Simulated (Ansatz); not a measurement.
# W (Im-3m) in Ansatz: reference runs

Aim: a first look at W with PBE, on the cell as given and on a disturbed one, and energy against volume gives the equilibrium volume and stiffness.

Everything below comes from runs of Ansatz 0.2.0. Logs are shortened: lines on timing, memory, paths and dates and some standing lists are left out, and cuts for length are marked.

### 1 The crystal as given

The structure is cubic, space group Im-3m (No. 229). The conventional cell has a = 3.165 Å, b = 3.165 Å, c = 3.165 Å, α = 90.00°, β = 90.00°, γ = 90.00°. W (site symmetry m-3m) has 8 W at 2.74 Å as nearest neighbours.

### 2 Single point, PBE

Input file input.yaml:

```yaml
crystal:
  lattice:
    - [-1.582345, 1.582345, 1.582345]
    - [1.582345, -1.582345, 1.582345]
    - [1.582345, 1.582345, -1.582345]
  atoms:
    - { symbol: W, position: [0.0, 0.0, 0.0] }
hamiltonian:
  xc: pbe
  pseudopotentials: { kind: paw }
kpoints:
  mp_grid: { grid: [12, 12, 12] }
scf:
  occupations: { method: fermi_dirac, width: 0.05 }
output:
  forces: true
  stress: true
  eigenvalues: true
  write_density: true
  write_potential: true
  elf: true
  volumetric_format: npy
```

Potentials or basis: Ansatz PAW.

Run with:

```sh
> ansatz run input.yaml --threads 1 --pin off --max-ram 2560MiB --backend cpu --events-out ev --progress --plain --runs-dir out
```

Log:

```text
Warning: RAYON_NUM_THREADS=1 ignored (pool sized by the plan → 1); use --threads N
Engine: ansatz 0.2.0, aarch64-unknown-linux-gnu
Pseudopotentials: kind: paw
Pseudopotential: W, paw, valence charge 14, recommended cutoff 420 eV (normal), W.paw.azcp
Functional definition: PBE
  parameter kappa = 0.804
  parameter beta = 0.06672455060314922
  exchange = pbe_x(kappa = kappa, mu = beta*pi^2/3)
  correlation = pbe_c(beta = beta)
Crystal: 1 atoms, lattice volume = 15.848 Å³
Basis set: ecut = 420 eV, 321 PW (Γ), exchange–correlation on 40×40×40 points (8 copies of the dense FFT grid, shifted against one another)
Bands: 11, of which v1, the nominal top of the filled ones, is band 7 counted from 1 (6 counted from 0)
Symmetry: 48 space group operations
Space group: Im-3m (ITA 229), of the structure as read, at distance tolerance 2.5e-5 Å
k-points: 72 of 1728
Non-local potential: W, projectors of the file, l = 0: 3, l = 1: 2, l = 2: 2, l = 3: 1
PAW form: soft (Blöchl's): semilocal exchange-correlation on the pseudo side does not see the compensation charge
PAW one-centre angular grid: W, 590 points (default); XC on 64 Gauss nodes
Initial density: superposition of atomic densities (neutral atoms: chi_scale 0, normalization atom), corrected by the library's trained network
Initial wavefunctions: pseudopotential atomic-orbital guess
Functional: x = pbe(κ = 0.804, μ = 0.2195149727645171), c = pbe(β = 0.06672455060314922)
SCF iter   1: F=—  HF=-10384.820443 eV  |F-HF|=—  |Δ(HF+E_count)|=         —  Δρ=1.70e-3  dr2=1.07e-4  ethr=1.77e-3  ⟨swp⟩=5.0  Hψ=4221  notcnv=0
preconditioner: auto → none  [metal: Δε(μ)=0.044 eV  Ē_g=9.064 eV  σ=0.050 eV  W_gap=0.21  n_scr=0 (ndim 8)  ℏωp=22.8 eV  f_vac=0.000  D(μ)=0.63/eV (n_scr^D=0)]
SCF iter   2: F=—  HF=-10384.820234 eV  |F-HF|=—  |Δ(HF+E_count)|=   2.09e-4  Δρ=8.96e-4  dr2=2.99e-5  ethr=7.64e-7  ⟨swp⟩=2.3  Hψ=1829  notcnv=0
SCF iter   3: F=—  HF=-10384.820261 eV  |F-HF|=—  |Δ(HF+E_count)|=   2.73e-5  Δρ=2.35e-4  dr2=7.10e-6  ethr=2.14e-7  ⟨swp⟩=2.0  Hψ=1235  notcnv=0
SCF iter   4: F=—  HF=-10384.820259 eV  |F-HF|=—  |Δ(HF+E_count)|=   2.27e-6  Δρ=1.49e-4  dr2=2.35e-6  ethr=5.07e-8  ⟨swp⟩=1.4  Hψ=881  notcnv=0
SCF iter   5: F=—  HF=-10384.820258 eV  |F-HF|=—  |Δ(HF+E_count)|=   7.07e-7  Δρ=8.46e-5  dr2=8.75e-7  ethr=1.68e-8  ⟨swp⟩=1.0  Hψ=787  notcnv=0
SCF iter   6: F=-10384.820258 eV  HF=-10384.820258 eV  |F-HF|=3.88e-8  |Δ(HF+E_count)|=   3.79e-7  Δρ=1.93e-5  dr2=4.63e-8  ethr=7.14e-10  ⟨swp⟩=6.3  Hψ=4522  notcnv=0
SCF 1 converged in 6 iterations: F = -10384.820258 eV  dr2 = 4.63e-8
SCF converged after 6 iterations
Free energy (F): -10384.820258 eV
Harris-Foulkes:  -10384.820258 eV  (|F-HF|=3.88e-8)
Internal energy: -10384.815367 eV  (E = F + TS)
E sigma→0 (E₀):  -10384.817812 eV
Entropy (-TS):   -0.004891 eV (-4.891 meV/atom)
Fermi energy:    22.542304 eV
--- Per-component energies (eV) ---
  E_band       = -81.301146
  E_kinetic    = 450.419210
  E_local      = -598.302405  (includes V_loc(G=0)·N_el)
  E_nonlocal   = 0.313840
  E_hartree    = 215.137169
  E_xc         = -267.154352
  E_vxc        = -239.071029  (∫ρ·V_xc dr)
  E_paw        = -8562.460094  (= ΣΔE_a)
  E_vpaw       = -124.941098  (= ΣTr[D̂ρ^β])
  E_aug_tail   = -0.000058  (compensation charges beyond the density's cutoff)
  E_ewald      = -1622.768677
  E_smearing   = -0.004891  (= −TS)
  E_closure    = 0.000000  (closes the sum)
  Σ components = -10384.820258   (vs F -10384.820258, Δ=0.00e0)
--- Forces (eV/Å), atoms counted from 1 ---
  atom   1  W     -0.00000000    -0.00000000     0.00000000
  max |Σ_I F_I| component: 3.29e-32 eV/Å
--- Stress (GPa, compression-positive) ---
        5.834385      -0.000000       0.000000
        0.000000       5.834385       0.000000
        0.000000       0.000000       5.834385
  P = ⅓ Tr σ = 5.8344 GPa (58.344 kbar)
--- Band table (eV; the first three rows and the last of 72) ---
  k-point 0: bands = ["-51.4798", "-15.0788", "-15.0788", "-15.0788", "12.9977", "21.3889", "21.3889", "21.3889", "24.8791", "24.8791", "37.1412"]
  k-point 1: bands = ["-51.4709", "-15.1723", "-15.1080", "-15.0793", "13.3315", "21.1887", "21.3379", "21.7142", "24.5781", "24.8838", "37.4151"]
  k-point 2: bands = ["-51.4463", "-15.4221", "-15.1869", "-15.0806", "14.2439", "20.6852", "21.0867", "22.6656", "24.1820", "24.9299", "37.8748"]
  k-point 71: bands = ["-51.2442", "-15.9838", "-15.9838", "-15.9838", "16.7874", "16.7874", "27.7887", "27.7887", "27.7887", "30.8768", "30.8768"]
```

Run time: 1.3 s. Hardware: 1 thread of Arm Neoverse V1, shared host; peak memory 0.26 GiB.

What came out:

```
Free energy            : -10384.8203 eV
Pressure               : 5.8 GPa
Band gap on the k mesh : none (metal or under the smearing width)
```

### 3 Single point, PBE (cell strained at random at fixed volume)

Input file input.yaml:

```yaml
crystal:
  lattice:
    - [-1.544801, 1.615076, 1.631025]
    - [1.571146, -1.545247, 1.587541]
    - [1.545696, 1.546143, -1.561196]
  atoms:
    - { symbol: W, position: [0.010931, 0.007703, 0.022973] }
hamiltonian:
  xc: pbe
  pseudopotentials: { kind: paw }
kpoints:
  mp_grid: { grid: [12, 12, 12] }
scf:
  occupations: { method: fermi_dirac, width: 0.05 }
output:
  forces: true
  stress: true
  eigenvalues: true
```

Potentials or basis: Ansatz PAW.

Run with:

```sh
> ansatz run input.yaml --threads 1 --pin off --max-ram 2560MiB --backend cpu --events-out ev --progress --plain --runs-dir out
```

Run time: 8.9 s. Hardware: 1 thread of Arm Neoverse V1, shared host; peak memory 0.42 GiB.

Results (log left out):

```yaml
Free_energy: -10384.7969 eV
Pressure: 6.1 GPa
Band_gap_on_the_k_mesh: none (metal or under the smearing width)
```

Stress tensor (GPa, compression positive):
```
11.72  0.62 -2.15
 0.62  5.94 -6.27
-2.15 -6.27  0.51
```

Levels at points of the mesh, in eV from the Fermi level:
| k point | band 3 | band 4 | band 5 | band 6 | band 7 | band 8 | band 9 | band 10 | band 11 |
| --- | --- | --- | --- | --- | --- | --- | --- | --- | --- |
| (0.00, 0.00, 0.00) | -37.64 | -37.58 | -9.58 | -1.55 | -1.40 | -0.66 | 2.12 | 2.56 | 13.98 |
| (0.00, 0.00, -0.50) | -38.09 | -37.67 | -6.22 | -3.75 | 0.87 | 2.48 | 3.33 | 6.16 | 11.37 |
| (0.00, -0.50, 0.00) | -38.05 | -37.63 | -6.24 | -3.57 | 0.60 | 2.23 | 3.38 | 6.02 | 10.95 |
| (0.00, -0.50, -0.50) | -38.13 | -37.70 | -6.20 | -3.20 | 0.99 | 1.63 | 2.69 | 6.47 | 11.29 |
| (-0.50, 0.00, 0.00) | -37.98 | -37.59 | -6.28 | -3.45 | 0.27 | 2.21 | 3.43 | 5.86 | 10.43 |
| (-0.50, 0.00, -0.50) | -38.11 | -37.67 | -6.21 | -3.48 | 0.88 | 2.00 | 3.12 | 6.25 | 11.38 |
| (-0.50, -0.50, 0.00) | -38.11 | -37.65 | -6.22 | -3.77 | 0.88 | 2.50 | 3.36 | 6.23 | 11.28 |
| (-0.50, -0.50, -0.50) | -38.52 | -38.49 | -5.83 | -5.77 | 4.66 | 5.25 | 5.70 | 7.75 | 8.46 |

Spin-orbit coupling is left out, which matters for the levels of W.

### 4 Single point, PBE, 14.90 Å³/atom (volume scaled by 0.94)

Input file input.yaml:

```yaml
crystal:
  lattice:
    - [-1.5500431812, 1.5500431812, 1.5500431812]
    - [1.5500431812, -1.5500431812, 1.5500431812]
    - [1.5500431812, 1.5500431812, -1.5500431812]
  atoms:
    - { symbol: W, position: [0.0, 0.0, 0.0] }
hamiltonian:
  xc: pbe
  pseudopotentials: { kind: paw }
kpoints:
  mp_grid: { grid: [12, 12, 12] }
scf:
  occupations: { method: fermi_dirac, width: 0.05 }
output:
  forces: true
  stress: true
  eigenvalues: true
```

Run with:

```sh
> ansatz run input.yaml --threads 1 --pin off --max-ram 2560MiB --backend cpu --events-out ev --progress --plain --runs-dir out
```

It took 0.96 s on 1 thread of Arm Neoverse V1, shared host; peak memory 0.25 GiB.

The run converged. Its results:

* Free energy: -10384.7223 eV
* Pressure: 28.2 GPa
* Band gap on the k mesh: none (metal or under the smearing width)

### 5 Single point, PBE, 15.21 Å³/atom (volume scaled by 0.96)

Input file input.yaml:

```yaml
crystal:
  lattice:
    - [-1.5609593379, 1.5609593379, 1.5609593379]
    - [1.5609593379, -1.5609593379, 1.5609593379]
    - [1.5609593379, 1.5609593379, -1.5609593379]
  atoms:
    - { symbol: W, position: [0.0, 0.0, 0.0] }
hamiltonian:
  xc: pbe
  pseudopotentials: { kind: paw }
kpoints:
  mp_grid: { grid: [12, 12, 12] }
scf:
  occupations: { method: fermi_dirac, width: 0.05 }
output:
  forces: true
  stress: true
  eigenvalues: true
  write_density: true
  write_potential: true
  elf: true
  volumetric_format: npy
```

Run with:

```sh
> ansatz run input.yaml --threads 1 --pin off --max-ram 2560MiB --backend cpu --events-out ev --progress --plain --runs-dir out
```

It took 1.3 s on 1 thread of Arm Neoverse V1, shared host; peak memory 0.26 GiB.

The run converged. Its results:

```yaml
Free_energy: -10384.7699 eV
Pressure: 20.1 GPa
Band_gap_on_the_k_mesh: none (metal or under the smearing width)
```

### 6 Single point, PBE, 15.53 Å³/atom (volume scaled by 0.98)

Input file input.yaml:

```yaml
crystal:
  lattice:
    - [-1.5717249149, 1.5717249149, 1.5717249149]
    - [1.5717249149, -1.5717249149, 1.5717249149]
    - [1.5717249149, 1.5717249149, -1.5717249149]
  atoms:
    - { symbol: W, position: [0.0, 0.0, 0.0] }
hamiltonian:
  xc: pbe
  pseudopotentials: { kind: paw }
kpoints:
  mp_grid: { grid: [12, 12, 12] }
scf:
  occupations: { method: fermi_dirac, width: 0.05 }
output:
  forces: true
  stress: true
  eigenvalues: true
```

Potentials or basis: Ansatz PAW.

Run with:

```sh
> ansatz run input.yaml --threads 1 --pin off --max-ram 2560MiB --backend cpu --events-out ev --progress --plain --runs-dir out
```

Log:

```text
Warning: RAYON_NUM_THREADS=1 ignored (pool sized by the plan → 1); use --threads N
[... 8 set-up lines as earlier in the session ...]
Crystal: 1 atoms, lattice volume = 15.531 Å³
Basis set: ecut = 420 eV, 321 PW (Γ), exchange–correlation on 40×40×40 points (8 copies of the dense FFT grid, shifted against one another)
Bands: 11, of which v1, the nominal top of the filled ones, is band 7 counted from 1 (6 counted from 0)
[... 2 set-up lines as earlier in the session ...]
k-points: 72 of 1728
[... 6 set-up lines as earlier in the session ...]
SCF iter   1: F=—  HF=-10384.802206 eV  |F-HF|=—  |Δ(HF+E_count)|=         —  Δρ=1.84e-3  dr2=1.54e-4  ethr=1.77e-3  ⟨swp⟩=5.1  Hψ=4228  notcnv=0
preconditioner: auto → none  [metal: Δε(μ)=0.040 eV  Ē_g=9.262 eV  σ=0.050 eV  W_gap=0.20  n_scr=0 (ndim 8)  ℏωp=23.1 eV  f_vac=0.000  D(μ)=0.67/eV (n_scr^D=0)]
SCF iter   2: F=—  HF=-10384.802085 eV  |F-HF|=—  |Δ(HF+E_count)|=   1.20e-4  Δρ=9.18e-4  dr2=2.92e-5  ethr=1.10e-6  ⟨swp⟩=2.4  Hψ=1815  notcnv=0
SCF iter   3: F=—  HF=-10384.802115 eV  |F-HF|=—  |Δ(HF+E_count)|=   2.96e-5  Δρ=1.30e-4  dr2=1.63e-6  ethr=2.09e-7  ⟨swp⟩=2.0  Hψ=1194  notcnv=0
SCF iter   4: F=—  HF=-10384.802115 eV  |F-HF|=—  |Δ(HF+E_count)|=   6.93e-9  Δρ=8.36e-5  dr2=8.09e-7  ethr=1.17e-8  ⟨swp⟩=2.0  Hψ=1293  notcnv=0
SCF iter   5: F=—  HF=-10384.802115 eV  |F-HF|=—  |Δ(HF+E_count)|=   2.90e-7  Δρ=3.43e-5  dr2=1.35e-7  ethr=5.78e-9  ⟨swp⟩=2.1  Hψ=1194  notcnv=0
SCF iter   6: F=-10384.802115 eV  HF=-10384.802115 eV  |F-HF|=4.30e-9  |Δ(HF+E_count)|=   5.53e-8  Δρ=6.94e-6  dr2=5.55e-9  ethr=7.14e-10  ⟨swp⟩=4.5  Hψ=2732  notcnv=0
SCF 1 converged in 6 iterations: F = -10384.802115 eV  dr2 = 5.55e-9
SCF converged after 6 iterations
Free energy (F): -10384.802115 eV
Harris-Foulkes:  -10384.802115 eV  (|F-HF|=4.30e-9)
Internal energy: -10384.796993 eV  (E = F + TS)
E sigma→0 (E₀):  -10384.799554 eV
Entropy (-TS):   -0.005122 eV (-5.122 meV/atom)
Fermi energy:    23.083345 eV
--- Per-component energies (eV) ---
  E_band       = -74.167047
  E_kinetic    = 451.505467
  E_local      = -584.359478  (includes V_loc(G=0)·N_el)
  E_nonlocal   = 0.447756
  E_hartree    = 211.423217
  E_xc         = -267.515052
  E_vxc        = -239.550284  (∫ρ·V_xc dr)
  E_paw        = -8562.565186  (= ΣΔE_a)
  E_vpaw       = -125.054814  (= ΣTr[D̂ρ^β])
  E_aug_tail   = -0.000054  (compensation charges beyond the density's cutoff)
  E_ewald      = -1633.733663
  E_smearing   = -0.005122  (= −TS)
  E_closure    = -0.000000  (closes the sum)
  Σ components = -10384.802115   (vs F -10384.802115, Δ=0.00e0)
--- Forces (eV/Å), atoms counted from 1 ---
  atom   1  W     -0.00000000     0.00000000     0.00000000
  max |Σ_I F_I| component: 3.49e-32 eV/Å
--- Stress (GPa, compression-positive) ---
       12.603574       0.000000       0.000000
        0.000000      12.603574      -0.000000
       -0.000000      -0.000000      12.603574
  P = ⅓ Tr σ = 12.6036 GPa (126.036 kbar)
--- Band table (eV; the first three rows and the last of 72) ---
  k-point 0: bands = ["-50.9287", "-14.4963", "-14.4963", "-14.4963", "13.4080", "21.8777", "21.8777", "21.8777", "25.4496", "25.4496", "37.7088"]
  k-point 1: bands = ["-50.9189", "-14.5966", "-14.5274", "-14.4968", "13.7502", "21.6711", "21.8249", "22.2121", "25.1367", "25.4538", "37.9930"]
  k-point 2: bands = ["-50.8920", "-14.8643", "-14.6115", "-14.4983", "14.6822", "21.1524", "21.5662", "23.1899", "24.7301", "25.5005", "38.4831"]
  k-point 71: bands = ["-50.6714", "-15.4605", "-15.4605", "-15.4605", "17.1443", "17.1443", "28.4610", "28.4610", "28.4610", "31.5651", "31.5651"]
```

Wall time 0.94 s (1 thread of Arm Neoverse V1, shared host); peak memory 0.26 GiB.

What came out:

- Free energy: -10384.8021 eV
- Pressure: 12.6 GPa
- Band gap on the k mesh: none (metal or under the smearing width)

### 7 Single point, PBE, 15.85 Å³/atom

Input file input.yaml:

```yaml
crystal:
  lattice:
    - [-1.582345, 1.582345, 1.582345]
    - [1.582345, -1.582345, 1.582345]
    - [1.582345, 1.582345, -1.582345]
  atoms:
    - { symbol: W, position: [0.0, 0.0, 0.0] }
hamiltonian:
  xc: pbe
  pseudopotentials: { kind: paw }
kpoints:
  mp_grid: { grid: [12, 12, 12] }
scf:
  occupations: { method: fermi_dirac, width: 0.05 }
output:
  forces: true
  stress: true
  eigenvalues: true
  write_density: true
  write_potential: true
  elf: true
  volumetric_format: npy
```

Run with:

```sh
> ansatz run input.yaml --threads 1 --pin off --max-ram 2560MiB --backend cpu --events-out ev --progress --plain --runs-dir out
```

Run time: 1.3 s. Hardware: 1 thread of Arm Neoverse V1, shared host; peak memory 0.26 GiB.

Results (log left out):

| Item | Value |
| --- | --- |
| Free energy | -10384.8203 eV |
| Pressure | 5.8 GPa |
| Band gap on the k mesh | none (metal or under the smearing width) |

### 8 Single point, PBE, 16.16 Å³/atom (volume scaled by 1.02)

Input file input.yaml:

```yaml
crystal:
  lattice:
    - [-1.5928244114, 1.5928244114, 1.5928244114]
    - [1.5928244114, -1.5928244114, 1.5928244114]
    - [1.5928244114, 1.5928244114, -1.5928244114]
  atoms:
    - { symbol: W, position: [0.0, 0.0, 0.0] }
hamiltonian:
  xc: pbe
  pseudopotentials: { kind: paw }
kpoints:
  mp_grid: { grid: [12, 12, 12] }
scf:
  occupations: { method: fermi_dirac, width: 0.05 }
output:
  forces: true
  stress: true
  eigenvalues: true
```

Run with:

```sh
> ansatz run input.yaml --threads 1 --pin off --max-ram 2560MiB --backend cpu --events-out ev --progress --plain --runs-dir out
```

Wall time 0.96 s (1 thread of Arm Neoverse V1, shared host); peak memory 0.26 GiB.

It converged, with:

- Free energy: -10384.8256 eV
- Pressure: -0.3 GPa
- Band gap on the k mesh: none (metal or under the smearing width)

### 9 Single point, PBE, 16.48 Å³/atom (volume scaled by 1.04)

Changes to input.yaml since step 8:

```diff
@@ -2,5 +2,5 @@
   lattice:
-    - [-1.5928244114, 1.5928244114, 1.5928244114]
-    - [1.5928244114, -1.5928244114, 1.5928244114]
-    - [1.5928244114, 1.5928244114, -1.5928244114]
+    - [-1.6031677168, 1.6031677168, 1.6031677168]
+    - [1.6031677168, -1.6031677168, 1.6031677168]
+    - [1.6031677168, 1.6031677168, -1.6031677168]
   atoms:
```

Potentials or basis: Ansatz PAW.

Run with:

```sh
> ansatz run input.yaml --threads 1 --pin off --max-ram 2560MiB --backend cpu --events-out ev --progress --plain --runs-dir out
```

It took 0.99 s on 1 thread of Arm Neoverse V1, shared host; peak memory 0.26 GiB.

Results (log left out):

```yaml
Free_energy: -10384.8193 eV
Pressure: -5.9 GPa
Band_gap_on_the_k_mesh: none (metal or under the smearing width)
```

### 10 Single point, PBE, 16.80 Å³/atom (volume scaled by 1.06)

Changes to input.yaml since step 9:

```diff
@@ -2,5 +2,5 @@
   lattice:
-    - [-1.6031677168, 1.6031677168, 1.6031677168]
-    - [1.6031677168, -1.6031677168, 1.6031677168]
-    - [1.6031677168, 1.6031677168, -1.6031677168]
+    - [-1.6133792515, 1.6133792515, 1.6133792515]
+    - [1.6133792515, -1.6133792515, 1.6133792515]
+    - [1.6133792515, 1.6133792515, -1.6133792515]
   atoms:
```

Run with:

```sh
> ansatz run input.yaml --threads 1 --pin off --max-ram 2560MiB --backend cpu --events-out ev --progress --plain --runs-dir out
```

Wall time 1 s (1 thread of Arm Neoverse V1, shared host); peak memory 0.26 GiB.

The run converged. Its results:

```
Free energy            : -10384.8025 eV
Pressure               : -11.0 GPa
Band gap on the k mesh : none (metal or under the smearing width)
```

### 11 Equation of state, PBE

Potentials or basis: Ansatz PAW.

No new run: the results of the series are fitted here.

Results:

```
Equilibrium volume                      : 16.15 Å³/atom
Bulk modulus                            : 300 GPa
Pressure derivative of the bulk modulus : 3.8
```

Energy against volume, from the lowest point:
| volume (Å³/atom) | energy (meV/atom) |
| --- | --- |
| 14.897 | 103.31 |
| 15.214 | 55.66 |
| 15.531 | 23.49 |
| 15.848 | 5.34 |
| 16.165 | 0.00 |
| 16.482 | 6.27 |
| 16.798 | 23.10 |

### 12 Summary

| task | cell | gap on the mesh (eV) | pressure (GPa) |
| --- | --- | --- | --- |
| single point | as given | none | 5.8 |
| single point | cell strained at random at fixed volume | none | 6.1 |
| equation of state | as given | - | - |

Alike in all rows: level PBE; potentials or basis Ansatz PAW; no spin polarisation; k mesh 12 × 12 × 12; cutoff (eV) 420; smearing fermi-dirac 0.05 eV.

Absolute energies hang on the potentials; compare differences alone.
